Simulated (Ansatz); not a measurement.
## What a change of settings does: Ir (beta tin type)

First run: DFT, PBE, norm-conserving pseudopotentials, Ansatz's default files, scalar-relativistic (Ansatz 0.2.0).

Command: `ansatz run input.yaml --threads 1 --pin off --max-ram 2048MiB --backend cpu --events-out ev --progress --plain --runs-dir out` It took 49 s on 1 thread of Arm Neoverse V1, on a shared host, peak memory 0.77 GiB.

```yaml
crystal:
  lattice:
    - [-2.4263193818, 2.4263193818, 1.3773410161]
    - [2.4263193818, -2.4263193818, 1.3773410161]
    - [2.4263193818, 2.4263193818, -1.3773410161]
  atoms:
    - { symbol: Ir, position: [-0.375, -0.125, -0.25] }
    - { symbol: Ir, position: [0.375, 0.125, 0.25] }
kpoints:
  mp_grid: { grid: [18, 18, 18] }
scf:
  occupations: { method: fermi_dirac, width: 0.05 }
hamiltonian:
  xc: pbe
  pseudopotentials: { kind: nc }
output:
  forces: true
  stress: true
  eigenvalues: true
```

The cell comes from a relaxation on PAW files under the same functional, begun from a prototype that needn't be the stable phase.

This run: the series' base cell.

It converges in 6 SCF iterations at a pressure of 0.11 GPa, cutoff 925 eV.

The input is then changed:

```diff
   eigenvalues: true
+basis:
+  ecutwfc: "450 eV"
+  ecutrho_ratio: 9
```

Q: What does the second run give?

A: It converges in 7 SCF iterations at a pressure of 0.40 GPa, cutoff 450 eV, free energy +2.18 eV/atom against the first run's. More than one line changes, and not each need have an effect.
